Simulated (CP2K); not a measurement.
The system is CuO.

```
Cu O
1.0
     2.99327    0.00000    0.00000
     1.49663    2.59225    0.00000
     1.49663    0.86408    4.88799
Cu O
2 2
Direct
  0.50389 0.47699 0.48801
  0.00389 0.97699 0.98801
  0.74611 0.77301 0.76199
  0.24611 0.27301 0.26199
```

The cell comes from a database or a generator and needn't be the stable form of this composition.

The cell isn't the ideal one: atoms moved 0.2 Å in one direction.

Base run:

- Program: CP2K 2026.2
- Functional: optB88-vdW
- Potentials or basis: POTENTIAL_UZH Cu GTH-PBE-q11, O GTH-PBE-q6; TZVP-MOLOPT-PBE-GTH basis
- Density cutoff: 11565 eV
- k mesh: 10 × 10 × 6
- Occupations: fermi-dirac, width 0.05 eV
- Spin: no spin polarisation

Its results: band gap on the k mesh none (metal or under the smearing width); pressure 8.6 GPa.

Question: After a change of settings the same cell gave: band gap on the k mesh none (metal or under the smearing width); pressure -12.1 GPa. Which change was it?
A. functional from optB88-vdW to HLE17
B. functional from optB88-vdW to PBEsol
C. functional from optB88-vdW to rev-vdW-DF2
D. functional from optB88-vdW to OLYP

Answer: A.

Caveats: the potentials were made for another functional, which shifts forces and pressure; the basis of atomic orbitals isn't converged, which shifts pressures, moduli and gaps; the run has no spin polarisation, though such a crystal can be magnetic; semilocal functionals often make such compounds metallic where correlation or magnetic order opens a gap, which also shifts bond lengths; the potentials were made for a functional far from this one (some runs).
